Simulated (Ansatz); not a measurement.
# KCl: the cost of one run

Program: Ansatz 0.2.0. Level of theory: DFT PBEsol, scalar-relativistic. These are calculated values, not measurements.

### 1 Starting point

The structure is cubic, space group Pm-3m (No. 221). The conventional cell has a = 3.634 Å, b = 3.634 Å, c = 3.634 Å, α = 90.00°, β = 90.00°, γ = 90.00°. K (site symmetry m-3m) is surrounded by 8 Cl at 3.15 Å. Around Cl (site symmetry m-3m) lie 8 K at 3.15 Å.

Structure file:

```cif
data_structure
_symmetry_space_group_name_H-M 'P 1'
_symmetry_Int_Tables_number 1
_cell_length_a 3.6340
_cell_length_b 3.6340
_cell_length_c 3.6340
_cell_angle_alpha 90.000
_cell_angle_beta 90.000
_cell_angle_gamma 90.000
_cell_volume 47.99
loop_
_atom_site_label
_atom_site_type_symbol
_atom_site_fract_x
_atom_site_fract_y
_atom_site_fract_z
_atom_site_occupancy
K1 K 0.00000 0.00000 0.00000 1
Cl1 Cl 0.50000 0.50000 0.50000 1
```

Atoms are numbered in the order of the input: K1, Cl2.

### 2 Volume × 0.94, LAPW

input.yaml reads:

```yaml
crystal:
  lattice:
    - [3.5598159191, 0.0, 0.0]
    - [0.0, 3.5598159191, 0.0]
    - [0.0, 0.0, 3.5598159191]
  atoms:
    - { symbol: K, position: [0.0, 0.0, 0.0] }
    - { symbol: Cl, position: [0.5, 0.5, 0.5] }
kpoints:
  mp_grid: { grid: [7, 7, 7] }
  band_path:
    path:
      - [0.0, 0.0, 0.0]
      - [0.0, 0.5, 0.0]
      - [0.5, 0.5, 0.0]
      - [0.0, 0.0, 0.0]
      - [0.5, 0.5, 0.5]
      - [0.0, 0.5, 0.0]
      - [0.5, 0.5, 0.5]
      - [0.5, 0.5, 0.0]
    npoints: 5
scf:
  occupations: { method: fermi_dirac, width: 0.01 }
hamiltonian:
  xc: pbesol
  pseudopotentials: { kind: all_electron, lapw: { basis_error: 0.001 } }
output:
  forces: true
  stress: true
  eigenvalues: true
```

Command:

```
> ansatz run input.yaml --threads 1 --pin off --max-ram 3072MiB --backend cpu --events-out ev --progress --plain --runs-dir out
```

What time and memory should one allow on 1 thread of Arm Neoverse V1, shared host?

About 3.7 s, with a peak of 0.22 GiB.
